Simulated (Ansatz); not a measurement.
CuCl, DFT, PBE, all-electron LAPW, scalar-relativistic (Ansatz 0.2.0), run on 1 thread of Arm Neoverse V2 on a shared host.

The cell is COD entry 9013925, as deposited and not checked against the literature; nothing was relaxed. The listed cell was then made from it by scaling, straining or moving an atom.

Command: `ansatz run input.yaml --threads 1 --pin off --max-ram 3072MiB --backend cpu --events-out ev --progress --plain --runs-dir out`

```yaml
crystal:
  lattice:
    - [0.0, 2.76325271, 2.76325271]
    - [2.76325271, 0.0, 2.76325271]
    - [2.76325271, 2.76325271, 0.0]
  atoms:
    - { symbol: Cu, position: [0.0, 0.0, 0.0] }
    - { symbol: Cl, position: [0.75, 0.75, 0.75] }
kpoints:
  mp_grid: { grid: [11, 11, 11] }
  band_path:
    path:
      - [0.0, 0.0, 0.0]
      - [-0.5, -0.5, 0.0]
      - [-0.375, -0.375, 0.25]
      - [-0.375, 0.0, 0.375]
      - [0.0, 0.0, 0.0]
      - [0.0, 0.0, 0.5]
      - [-0.5, -0.25, 0.25]
      - [-0.5, -0.5, 0.0]
    npoints: 5
scf:
  occupations: { method: fermi_dirac, width: 0.03 }
hamiltonian:
  xc: pbe
  pseudopotentials: { kind: all_electron, lapw: { basis_error: 0.00025 } }
output:
  forces: true
  stress: true
  eigenvalues: true
```

(1) How large is the problem that the program sets up?

(2) Estimate the wall time and the peak memory.

Answers

(1) 56 irreducible k-points, 537 plane waves at Γ, 21 bands.

(2) 29 s of wall time for 8 SCF iterations, with a peak of 0.35 GiB. Times on shared machines scatter by tens of per cent.
